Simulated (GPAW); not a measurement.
GaAs:

```xyz
2
Lattice="0.0000 2.6959 2.6959 2.6959 0.0000 2.6959 2.6959 2.6959 0.0000" Properties=species:S:1:pos:R:3 pbc="T T T"
Ga    0.0000    0.0000    0.0000
As    2.6959    2.6959    2.6959
```

The cell was built by a generator and needn't be a form met in nature.

Base run:

* Program: GPAW 26.7.0
* Functional: TPSS
* Potentials or basis: GPAW PAW data sets (gpaw-data 1.2.1)
* Cutoff: 600 eV
* Basis: pw
* k mesh: 9 × 9 × 9
* Occupations: fermi-dirac, width 0.05 eV
* Spin: no spin polarisation

Its results: pressure -1.4 GPa.

**Question.** The run is repeated on the same cell with these changes: functional from TPSS to r2SCAN. What comes out?

**Answer.** Pressure -2.7 GPa.

Caveats: the PAW data sets were made with another functional, which shifts forces and pressure a little.
